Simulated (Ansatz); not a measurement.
Wurtzite BeO

Level of theory: r²SCAN (plane waves, PAW; Ansatz, a quantum-chemistry and plane-wave program).

Numerical settings: plane-wave cutoff 560 eV, 18×18×8 k mesh (along the axes of the cell as run), Fermi–Dirac smearing 0.01 eV, scalar-relativistic PAW data made under PBE.

Cell: relaxed at this level.

For wurtzite BeO, the volume per atom comes out as 6.85 Å³/atom and the bulk modulus is 225 GPa. The lattice parameter a comes out as 2.690 Å and the c axis length is 4.370 Å. The band gap is 8.55 eV (direct) and the width of the whole s-p valence band is 19.74 eV. The pressure derivative B′ of the bulk modulus comes out as 3.7.

Measured, for comparison: band gap 11.29 eV (zero-point renormalisation of 699 meV (computed, non-adiabatic AHC, without the lattice-expansion part) added back here; inputs from Miglio et al. (2020), arXiv:2011.12765); bulk modulus 212 GPa (room temperature, no zero-point or thermal correction, K' fixed at 4, our sources range from 212 to 224; as tabulated in High-pressure and high-temperature crystal chemistry of beryllium oxide (Scilit …); lattice constant a 2.698 Å, lattice parameter c 4.377 Å (temperature not stated, no zero-point or thermal correction; as tabulated in Wikipedia's data pages). Computed (rounded) less measured: band gap -2.74 eV, bulk modulus +6 % (+0.4 % to +6 % over the range), lattice constant a -0.3 %, lattice parameter c -0.2 %. A static lattice is as a rule a little smaller and stiffer than an uncorrected measurement, which narrows the difference in the bulk modulus and would widen misses of the other sign.

Note: the bulk modulus comes from volumes at which shape and atoms were relaxed.

Static lattice: no zero-point or thermal effects.
